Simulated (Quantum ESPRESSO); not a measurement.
# GaAs (F-43m) in Quantum ESPRESSO: settings compared

The runs below take GaAs through band structure, single point, equation of state, with PBE, r2SCAN.

All numbers are computed with Quantum ESPRESSO 7.5; they aren't measurements. Logs are shortened: lines on timing, memory, paths and dates and some standing lists are left out, and cuts for length are marked.

**The experiment to reproduce.**

“Evidence of valence band perturbations in GaAsN/GaAs(001): A combined variable-angle spectroscopic ellipsometry and modulated photoreflectance investigation”, 2008, arxiv:0805.2212 reports, for a bulk crystal of GaAs at 300 K: band gap 1.412 ± 0.01 eV (direct).

How close the calculation comes is told below.

## (1) The structure

It takes space group F-43m (No. 216, cubic). The conventional cell has a = 5.654 Å, b = 5.654 Å, c = 5.654 Å, α = 90.00°, β = 90.00°, γ = 90.00°. Around As (site symmetry -43m) lie 4 Ga at 2.45 Å. Around Ga (site symmetry -43m) lie 4 As at 2.45 Å.

## (2) Band structure, PBE

pw.in

```
&CONTROL
  calculation = 'scf'
  prefix = 'pwscf'
  outdir = './tmp'
  pseudo_dir = './pseudo'
  tprnfor = .true.
  tstress = .true.
  disk_io = 'low'
/
&SYSTEM
  ibrav = 0
  nat = 2
  ntyp = 2
  ecutwfc = 84
  nbnd = 21
  occupations = 'smearing'
  smearing = 'fd'
  degauss = 0.00367493
/
&ELECTRONS
  conv_thr = 4d-10
  electron_maxstep = 120
  mixing_beta = 0.5
/
ATOMIC_SPECIES
As    74.9216 As.upf
Ga    69.7230 Ga.upf
CELL_PARAMETERS angstrom
   0.0000000000    2.8268500000    2.8268500000
   2.8268500000    0.0000000000    2.8268500000
   2.8268500000    2.8268500000    0.0000000000
ATOMIC_POSITIONS angstrom
As     4.2402750000    4.2402750000    4.2402750000
Ga     0.0000000000    0.0000000000    0.0000000000
K_POINTS automatic
8 8 8 0 0 0
```

pp_density.in

```
&INPUTPP
  prefix = 'pwscf'
  outdir = './tmp'
  filplot = 'density.dat'
  plot_num = 0
/
&PLOT
  nfile = 1
  filepp(1) = 'density.dat'
  iflag = 3
  output_format = 6
  fileout = 'density.cube'
/
```

pp_potential.in

```
&INPUTPP
  prefix = 'pwscf'
  outdir = './tmp'
  filplot = 'potential.dat'
  plot_num = 11
/
&PLOT
  nfile = 1
  filepp(1) = 'potential.dat'
  iflag = 3
  output_format = 6
  fileout = 'potential.cube'
/
```

pp_elf.in

```
&INPUTPP
  prefix = 'pwscf'
  outdir = './tmp'
  filplot = 'elf.dat'
  plot_num = 8
/
&PLOT
  nfile = 1
  filepp(1) = 'elf.dat'
  iflag = 3
  output_format = 6
  fileout = 'elf.cube'
/
```

bands.in

```
&CONTROL
  calculation = 'bands'
  prefix = 'pwscf'
  outdir = './tmp'
  pseudo_dir = './pseudo'
  disk_io = 'low'
  verbosity = 'high'
/
&SYSTEM
  ibrav = 0
  nat = 2
  ntyp = 2
  ecutwfc = 84
  nbnd = 21
  occupations = 'smearing'
  smearing = 'fd'
  degauss = 0.00367493
/
&ELECTRONS
  conv_thr = 1d-08
  electron_maxstep = 120
  mixing_beta = 0.5
  diago_full_acc = .true.
  startingwfc = 'random'
/
ATOMIC_SPECIES
As    74.9216 As.upf
Ga    69.7230 Ga.upf
CELL_PARAMETERS angstrom
   0.0000000000    2.8268500000    2.8268500000
   2.8268500000    0.0000000000    2.8268500000
   2.8268500000    2.8268500000    0.0000000000
ATOMIC_POSITIONS angstrom
As     4.2402750000    4.2402750000    4.2402750000
Ga     0.0000000000    0.0000000000    0.0000000000
K_POINTS crystal
60
 0.0000000000  0.0000000000  0.0000000000 1
 0.0625000000  0.0000000000  0.0625000000 1
 0.1250000000  0.0000000000  0.1250000000 1
 0.1875000000  0.0000000000  0.1875000000 1
 0.2500000000  0.0000000000  0.2500000000 1
 0.3125000000  0.0000000000  0.3125000000 1
 0.3750000000  0.0000000000  0.3750000000 1
 0.4375000000  0.0000000000  0.4375000000 1
 0.5000000000  0.0000000000  0.5000000000 1
 0.5000000000  0.0625000000  0.5625000000 1
 0.5000000000  0.1250000000  0.6250000000 1
 0.5000000000  0.1875000000  0.6875000000 1
 0.5000000000  0.2500000000  0.7500000000 1
 0.4375000000  0.3125000000  0.7500000000 1
 0.3750000000  0.3750000000  0.7500000000 1
 0.3375000000  0.3375000000  0.6750000000 1
 0.3000000000  0.3000000000  0.6000000000 1
 0.2625000000  0.2625000000  0.5250000000 1
 0.2250000000  0.2250000000  0.4500000000 1
 0.1875000000  0.1875000000  0.3750000000 1
 0.1500000000  0.1500000000  0.3000000000 1
 0.1125000000  0.1125000000  0.2250000000 1
 0.0750000000  0.0750000000  0.1500000000 1
 0.0375000000  0.0375000000  0.0750000000 1
 0.0000000000  0.0000000000  0.0000000000 1
 0.0625000000  0.0625000000  0.0625000000 1
 0.1250000000  0.1250000000  0.1250000000 1
 0.1875000000  0.1875000000  0.1875000000 1
 0.2500000000  0.2500000000  0.2500000000 1
 0.3125000000  0.3125000000  0.3125000000 1
 0.3750000000  0.3750000000  0.3750000000 1
 0.4375000000  0.4375000000  0.4375000000 1
 0.5000000000  0.5000000000  0.5000000000 1
 0.5250000000  0.4500000000  0.5250000000 1
 0.5500000000  0.4000000000  0.5500000000 1
 0.5750000000  0.3500000000  0.5750000000 1
 0.6000000000  0.3000000000  0.6000000000 1
 0.6250000000  0.2500000000  0.6250000000 1
 0.5833333333  0.2500000000  0.6666666667 1
 0.5416666667  0.2500000000  0.7083333333 1
 0.5000000000  0.2500000000  0.7500000000 1
 0.5000000000  0.2857142857  0.7142857143 1
 0.5000000000  0.3214285714  0.6785714286 1
 0.5000000000  0.3571428571  0.6428571429 1
 0.5000000000  0.3928571429  0.6071428571 1
 0.5000000000  0.4285714286  0.5714285714 1
 0.5000000000  0.4642857143  0.5357142857 1
 0.5000000000  0.5000000000  0.5000000000 1
 0.4821428571  0.4821428571  0.5357142857 1
 0.4642857143  0.4642857143  0.5714285714 1
 0.4464285714  0.4464285714  0.6071428571 1
 0.4285714286  0.4285714286  0.6428571429 1
 0.4107142857  0.4107142857  0.6785714286 1
 0.3928571429  0.3928571429  0.7142857143 1
 0.3750000000  0.3750000000  0.7500000000 1
 0.6250000000  0.2500000000  0.6250000000 1
 0.5937500000  0.1875000000  0.5937500000 1
 0.5625000000  0.1250000000  0.5625000000 1
 0.5312500000  0.0625000000  0.5312500000 1
 0.5000000000  0.0000000000  0.5000000000 1
```

Potentials or basis: PseudoDojo 0.4.1 SR PBE standard.

Launch:

```console
$ OMP_NUM_THREADS=1 pw.x -in pw.in > pw.out
$ OMP_NUM_THREADS=1 pp.x -in pp_density.in > pp_density.out
$ OMP_NUM_THREADS=1 pp.x -in pp_potential.in > pp_potential.out
$ OMP_NUM_THREADS=1 pp.x -in pp_elf.in > pp_elf.out
$ OMP_NUM_THREADS=1 pw.x -in bands.in > bands.out
```

pw.out:

```text
This program is part of the open-source Quantum ESPRESSO suite
     for quantum simulation of materials; please cite
[... 9 lines left out ...]
     --------------------
     sticks:   dense  smooth     PW     G-vecs:    dense   smooth      PW
     Sum        1333    1333    379                31775    31775    5029

     Using Slab Decomposition

     bravais-lattice index     =            0
     lattice parameter (alat)  =       7.5547  a.u.
     unit-cell volume          =     304.8842 (a.u.)^3
     number of atoms/cell      =            2
     number of atomic types    =            2
     number of electrons       =        28.00
     number of Kohn-Sham states=           21
     kinetic-energy cutoff     =      84.0000  Ry
     charge density cutoff     =     336.0000  Ry
     scf convergence threshold =      4.0E-10
     mixing beta               =       0.5000
     number of iterations used =            8  plain     mixing
     Exchange-correlation= PBE
                           (   1   4   3   4   0   0   0)

     celldm(1)=   7.554690  celldm(2)=   0.000000  celldm(3)=   0.000000
     celldm(4)=   0.000000  celldm(5)=   0.000000  celldm(6)=   0.000000

     crystal axes: (cart. coord. in units of alat)
               a(1) = (   0.000000   0.707107   0.707107 )
               a(2) = (   0.707107   0.000000   0.707107 )
               a(3) = (   0.707107   0.707107   0.000000 )

     reciprocal axes: (cart. coord. in units 2 pi/alat)
               b(1) = ( -0.707107  0.707107  0.707107 )
               b(2) = (  0.707107 -0.707107  0.707107 )
               b(3) = (  0.707107  0.707107 -0.707107 )

     PseudoPot. # 1 for As read from file:
     As.upf
     Pseudo is Norm-conserving + core correction, Zval = 15.0
     Generated using ONCVPSP code by D. R. Hamann
     Using radial grid of 1358 points,  6 beta functions with:
                l(1) =   0
                l(2) =   0
                l(3) =   1
                l(4) =   1
                l(5) =   2
                l(6) =   2

     PseudoPot. # 2 for Ga read from file:
     Ga.upf
     Pseudo is Norm-conserving + core correction, Zval = 13.0
     Generated using ONCVPSP code by D. R. Hamann
     Using radial grid of 1902 points,  6 beta functions with:
                l(1) =   0
                l(2) =   0
                l(3) =   1
                l(4) =   1
                l(5) =   2
                l(6) =   2

     atomic species   valence    mass     pseudopotential
     As               15.00    74.92160     As( 1.00)
     Ga               13.00    69.72300     Ga( 1.00)

     24 Sym. Ops. (no inversion) found

   Cartesian axes

     site n.     atom                  positions (alat units)
         1        As     tau(   1) = (   1.0606602   1.0606602   1.0606602  )
         2        Ga     tau(   2) = (   0.0000000   0.0000000   0.0000000  )

     number of k points=    29  Fermi-Dirac smearing, width (Ry)=  0.0037
                       cart. coord. in units 2pi/alat
        k(    1) = (   0.0000000   0.0000000   0.0000000), wk =   0.0039062
        k(    2) = (   0.0883883   0.0883883  -0.0883883), wk =   0.0312500
        k(    3) = (   0.1767767   0.1767767  -0.1767767), wk =   0.0312500
        k(    4) = (   0.2651650   0.2651650  -0.2651650), wk =   0.0312500
        k(    5) = (  -0.3535534  -0.3535534   0.3535534), wk =   0.0156250
        k(    6) = (   0.1767767   0.0000000   0.0000000), wk =   0.0234375
[... 21 lines left out ...]
        k(   28) = (  -0.7071068   0.1767767  -0.0000000), wk =   0.0468750
        k(   29) = (  -0.7071068   0.3535534   0.0000000), wk =   0.0234375

     Dense  grid:    31775 G-vectors     FFT dimensions: (  45,  45,  45)

     Initial potential from superposition of free atoms

     starting charge      27.9971, renormalised to      28.0000
     Starting wfcs are   18 randomized atomic wfcs +    3 random wfcs

     Self-consistent Calculation

     iteration #  1     ecut=    84.00 Ry     beta= 0.50
     Davidson diagonalization with overlap
     ethr =  1.00E-02,  avg # of iterations =  5.3

     Threshold (ethr) on eigenvalues was too large:
     Diagonalizing with lowered threshold

     Davidson diagonalization with overlap
     ethr =  1.72E-04,  avg # of iterations =  3.2

     total energy              =    -365.12280443 Ry
     estimated scf accuracy    <       0.04829583 Ry

     iteration #  2     ecut=    84.00 Ry     beta= 0.50
     Davidson diagonalization with overlap
     ethr =  1.72E-04,  avg # of iterations =  2.0
[... 43 lines left out ...]
     total energy              =    -365.12897296 Ry
     estimated scf accuracy    <          7.6E-10 Ry

     iteration #  9     ecut=    84.00 Ry     beta= 0.50
     Davidson diagonalization with overlap
     ethr =  2.72E-12,  avg # of iterations =  2.1

     End of self-consistent calculation

          k = 0.0000 0.0000 0.0000 (  3839 PWs)   bands (ev):

   -26.4128 -26.4128 -26.4128 -26.4033 -26.4033  -6.0131  -6.0131  -6.0131
    -5.9357  -5.9357  -3.9264   8.8004   8.8004   8.8004   9.3161  12.5444
    12.5444  12.5444  16.4060  18.9669  18.9670

          k = 0.0884 0.0884-0.0884 (  3927 PWs)   bands (ev):

   -26.4128 -26.4127 -26.4127 -26.4033 -26.4033  -6.0266  -6.0096  -6.0096
    -5.9359  -5.9359  -3.7441   6.8386   8.5650   8.5650  10.3933  12.8918
    12.8918  13.0029  17.3432  18.1026  18.1026
[... 13 lines left out ...]
          k =-0.3536-0.3536 0.3536 (  3996 PWs)   bands (ev):

   -26.4126 -26.4120 -26.4120 -26.4031 -26.4031  -6.0927  -5.9938  -5.9938
    -5.9318  -5.9318  -2.1658   2.1685   7.6611   7.6611   9.8043  13.4489
    13.4489  16.5702  19.2054  20.7284  20.7284

          k = 0.1768 0.0000 0.0000 (  3931 PWs)   bands (ev):

   -26.4130 -26.4126 -26.4126 -26.4034 -26.4032  -6.0343  -6.0062  -6.0062
    -5.9386  -5.9339  -3.6834   6.8097   8.1447   8.1447  11.1550  11.9085
    13.5035  13.5035  16.8525  17.7111  19.2227

          k = 0.2652 0.0884-0.0884 (  3952 PWs)   bands (ev):

   -26.4130 -26.4123 -26.4123 -26.4034 -26.4030  -6.0577  -5.9997  -5.9981
    -5.9410  -5.9323  -3.2817   5.1715   7.6352   7.6563  11.3355  12.2422
    14.2440  14.3454  16.6819  18.9174  19.0402
[... 19 lines left out ...]
          k =-0.0884-0.2652 0.2652 (  3957 PWs)   bands (ev):

   -26.4127 -26.4123 -26.4122 -26.4032 -26.4031  -6.0720  -5.9974  -5.9952
    -5.9379  -5.9335  -2.8722   3.9659   6.7000   8.0811  11.1149  13.5555
    13.5581  14.9346  17.1403  18.5682  19.9163

          k = 0.0000-0.1768 0.1768 (  3931 PWs)   bands (ev):

   -26.4128 -26.4126 -26.4124 -26.4033 -26.4032  -6.0457  -6.0056  -6.0020
    -5.9379  -5.9344  -3.4520   5.6643   7.4412   8.5216  11.0956  12.8861
    13.0198  14.2063  17.0923  18.0539  18.5728

          k = 0.3536 0.0000 0.0000 (  3976 PWs)   bands (ev):

   -26.4133 -26.4119 -26.4119 -26.4036 -26.4028  -6.0766  -5.9890  -5.9890
    -5.9473  -5.9296  -3.0002   4.7135   7.1134   7.1134  10.7902  12.0741
    15.4197  15.4197  16.2532  19.9861  20.2386

          k = 0.4419 0.0884-0.0884 (  3973 PWs)   bands (ev):

   -26.4133 -26.4117 -26.4116 -26.4036 -26.4027  -6.0953  -5.9827  -5.9808
    -5.9499  -5.9278  -2.4554   3.5388   6.3893   6.7829  10.9237  12.1322
    15.2416  16.0113  18.3033  20.6945  20.9934
[... 7 lines left out ...]
          k =-0.0884-0.4419 0.4419 (  3969 PWs)   bands (ev):

   -26.4126 -26.4119 -26.4116 -26.4032 -26.4029  -6.1021  -5.9860  -5.9801
    -5.9404  -5.9335  -1.7855   2.4082   5.1564   7.0608  11.2156  14.2589
    15.2560  16.1629  17.3747  18.5733  21.4448

          k = 0.0000-0.3536 0.3536 (  3955 PWs)   bands (ev):

   -26.4124 -26.4121 -26.4119 -26.4031 -26.4031  -6.0898  -5.9898  -5.9879
    -5.9376  -5.9354  -2.2901   3.1622   5.4424   7.5827  11.5368  14.4270
    14.4716  14.6493  17.2190  19.1672  21.5239

          k = 0.5303-0.0000 0.0000 (  3988 PWs)   bands (ev):

   -26.4136 -26.4113 -26.4113 -26.4037 -26.4025  -6.1115  -5.9713  -5.9713
    -5.9572  -5.9252  -2.0414   2.8945   6.3832   6.3832  10.2705  11.1033
    17.5479  17.5479  18.1874  21.2209  22.4083

          k =-0.0884-0.6187 0.6187 (  3980 PWs)   bands (ev):

   -26.4135 -26.4112 -26.4112 -26.4037 -26.4025  -6.1181  -5.9708  -5.9675
    -5.9562  -5.9254  -1.5867   2.2600   5.6920   6.2972  10.5142  11.4757
    17.2968  17.7910  19.5430  21.3488  21.7386

          k = 0.0000-0.5303 0.5303 (  3953 PWs)   bands (ev):

   -26.4130 -26.4115 -26.4113 -26.4035 -26.4026  -6.1131  -5.9778  -5.9706
    -5.9493  -5.9294  -1.4659   2.1774   4.9469   6.5460  10.7698  13.4439
    16.7625  16.8737  17.4714  19.3853  23.0806

          k =-0.7071 0.0000 0.0000 (  3984 PWs)   bands (ev):

   -26.4137 -26.4110 -26.4110 -26.4038 -26.4023  -6.1244  -5.9637  -5.9637
    -5.9615  -5.9234  -1.4293   1.9901   6.1267   6.1267  10.2729  10.4651
    18.9767  18.9767  19.7783  22.1216  22.2424

          k = 0.3536 0.1768 0.0000 (  3970 PWs)   bands (ev):

   -26.4130 -26.4120 -26.4120 -26.4034 -26.4029  -6.0785  -5.9925  -5.9898
    -5.9437  -5.9307  -2.8064   4.1223   6.4082   7.5037  11.8502  12.3295
    14.1712  15.1392  17.2861  19.7508  20.2539

          k =-0.2652-0.4419 0.6187 (  3969 PWs)   bands (ev):

   -26.4127 -26.4120 -26.4117 -26.4033 -26.4029  -6.0950  -5.9888  -5.9832
    -5.9423  -5.9310  -2.1765   2.9153   5.7537   7.0682  11.8890  13.0052
    14.3417  15.7262  18.3428  19.6600  21.1021
[... 13 lines left out ...]
          k =-0.0884-0.4419 0.6187 (  3975 PWs)   bands (ev):

   -26.4128 -26.4118 -26.4112 -26.4035 -26.4027  -6.1103  -5.9812  -5.9715
    -5.9471  -5.9305  -1.5333   2.2757   5.1435   6.1514  11.8055  13.5136
    14.7078  16.6514  18.2599  21.0272  21.7402

          k = 0.0000-0.3536 0.5303 (  3975 PWs)   bands (ev):

   -26.4125 -26.4121 -26.4113 -26.4033 -26.4028  -6.1052  -5.9851  -5.9749
    -5.9432  -5.9330  -1.6732   2.4444   5.0005   6.4929  12.1448  14.0465
    14.2414  16.5288  17.5331  19.2627  22.9092

          k =-0.7071 0.1768-0.0000 (  3972 PWs)   bands (ev):

   -26.4133 -26.4114 -26.4110 -26.4037 -26.4025  -6.1185  -5.9723  -5.9677
    -5.9534  -5.9268  -1.4009   2.0777   5.6628   5.7592  11.3676  11.5662
    16.9539  17.1591  19.8153  21.1335  22.1636

          k =-0.7071 0.3536 0.0000 (  3972 PWs)   bands (ev):

   -26.4126 -26.4122 -26.4110 -26.4034 -26.4027  -6.1117  -5.9816  -5.9692
    -5.9460  -5.9321  -1.3720   2.1769   5.2701   5.4636  13.4258  13.5272
    14.2211  14.8550  19.8755  21.0835  22.1202

     the Fermi energy is     9.0875 ev

!    total energy              =    -365.12897296 Ry
     estimated scf accuracy    <          5.2E-12 Ry
     smearing contrib. (-TS)   =      -0.00000185 Ry
     internal energy E=F+TS    =    -365.12897111 Ry

     The total energy is F=E-TS. E is the sum of the following terms:
     one-electron contribution =    -192.05593449 Ry
     hartree contribution      =     114.72141028 Ry
     xc contribution           =     -89.44161312 Ry
     ewald contribution        =    -198.35283378 Ry

     convergence has been achieved in   9 iterations

     Forces acting on atoms (cartesian axes, Ry/au):

     atom    1 type  1   force =    -0.00000000   -0.00000000   -0.00000000
     atom    2 type  2   force =     0.00000000    0.00000000    0.00000000

     Total force =     0.000000     Total SCF correction =     0.000000

     Computing stress (Cartesian axis) and pressure

          total   stress  (Ry/bohr**3)                   (kbar)     P=       33.78
   0.00022961   0.00000000   0.00000000           33.78        0.00        0.00
   0.00000000   0.00022961   0.00000000            0.00       33.78        0.00
   0.00000000   0.00000000   0.00022961            0.00        0.00       33.78

=------------------------------------------------------------------------------=
   JOB DONE.
=------------------------------------------------------------------------------=
```

Wall time 2.2 min (1 thread of Arm Neoverse V1, shared host); peak memory 0.12 GiB.

What came out:

| Quantity | Value |
| --- | --- |
| Free energy | -4967.8328 eV |
| Pressure | 3.4 GPa |
| Band gap on the k mesh | 0.52 eV, direct |
| Band gap along the path | 0.52 eV, direct |

Levels at the corners of the path, in eV from the valence-band top:
```
point  band 11  band 12  band 13  band 14  band 15  band 16  band 17  band 18
    Γ   -12.73     0.00     0.00     0.00     0.52     3.74     3.74     3.74
    X   -10.23    -6.81    -2.67    -2.67     1.47     1.66    10.18    10.18
    W   -10.17    -6.62    -3.53    -3.34     4.63     4.73     5.42     6.05
    K   -10.27    -6.62    -3.85    -2.25     1.97     4.64     7.96     8.07
    Γ   -12.73     0.00     0.00     0.00     0.52     3.74     3.74     3.74
    L   -10.97    -6.63    -1.14    -1.14     1.00     4.65     4.65     7.77
    U   -10.27    -6.62    -3.85    -2.25     1.97     4.64     7.96     8.07
    W   -10.17    -6.62    -3.53    -3.34     4.63     4.73     5.42     6.05
    L   -10.97    -6.63    -1.14    -1.14     1.00     4.65     4.65     7.77
    K   -10.27    -6.62    -3.85    -2.25     1.97     4.64     7.96     8.07
    U   -10.27    -6.62    -3.85    -2.25     1.97     4.64     7.96     8.07
    X   -10.23    -6.81    -2.67    -2.67     1.47     1.66    10.18    10.18
```

## (3) Band structure, PBE, spin-orbit coupling, no magnetisation

pw.in, as its differences from that of step 2:

```diff
@@ -14,3 +14,3 @@
   ecutwfc = 84
-  nbnd = 21
+  nbnd = 42
   occupations = 'smearing'
@@ -18,2 +18,4 @@
   degauss = 0.00367493
+  noncolin = .true.
+  lspinorb = .true.
 /
```

bands.in, as its differences from that of step 2:

```diff
@@ -13,3 +13,3 @@
   ecutwfc = 84
-  nbnd = 21
+  nbnd = 42
   occupations = 'smearing'
@@ -17,2 +17,4 @@
   degauss = 0.00367493
+  noncolin = .true.
+  lspinorb = .true.
 /
```

Potentials or basis: PseudoDojo 0.4 FR PBE standard.

Launch:

```console
$ OMP_NUM_THREADS=1 pw.x -in pw.in > pw.out
$ OMP_NUM_THREADS=1 pw.x -in bands.in > bands.out
```

It took 10 min on 1 thread of Arm Neoverse V1, shared host; peak memory 0.37 GiB.

It converged, with:

- Free energy: -4966.8249 eV
- Pressure: 3.4 GPa
- Band gap on the k mesh: 0.41 eV, direct
- Band gap along the path: 0.41 eV, direct

Levels at the corners of the path, in eV from the valence-band top:
| point | band 24 | band 25 | band 26 | band 27 | band 28 | band 29 | band 30 | band 31 | band 32 | band 33 |
| --- | --- | --- | --- | --- | --- | --- | --- | --- | --- | --- |
| Γ | -0.33 | 0.00 | 0.00 | 0.00 | 0.00 | 0.41 | 0.41 | 3.51 | 3.51 | 3.69 |
| X | -6.92 | -2.83 | -2.83 | -2.75 | -2.75 | 1.36 | 1.36 | 1.55 | 1.55 | 10.02 |
| W | -6.71 | -3.71 | -3.59 | -3.47 | -3.43 | 4.40 | 4.59 | 4.62 | 4.65 | 5.26 |
| K | -6.71 | -4.00 | -3.94 | -2.37 | -2.37 | 1.86 | 1.86 | 4.50 | 4.56 | 7.82 |
| Γ | -0.33 | 0.00 | 0.00 | 0.00 | 0.00 | 0.41 | 0.41 | 3.51 | 3.51 | 3.69 |
| L | -6.74 | -1.36 | -1.36 | -1.15 | -1.15 | 0.89 | 0.89 | 4.49 | 4.49 | 4.58 |
| U | -6.71 | -4.00 | -3.94 | -2.37 | -2.37 | 1.86 | 1.86 | 4.50 | 4.56 | 7.82 |
| W | -6.71 | -3.71 | -3.59 | -3.47 | -3.43 | 4.40 | 4.59 | 4.62 | 4.65 | 5.26 |
| L | -6.74 | -1.36 | -1.36 | -1.15 | -1.15 | 0.89 | 0.89 | 4.49 | 4.49 | 4.58 |
| K | -6.71 | -4.00 | -3.94 | -2.37 | -2.37 | 1.86 | 1.86 | 4.50 | 4.56 | 7.82 |
| U | -6.71 | -4.00 | -3.94 | -2.37 | -2.37 | 1.86 | 1.86 | 4.50 | 4.56 | 7.82 |
| X | -6.92 | -2.83 | -2.83 | -2.75 | -2.75 | 1.36 | 1.36 | 1.55 | 1.55 | 10.02 |

(Part 1 of 2 ends here.)
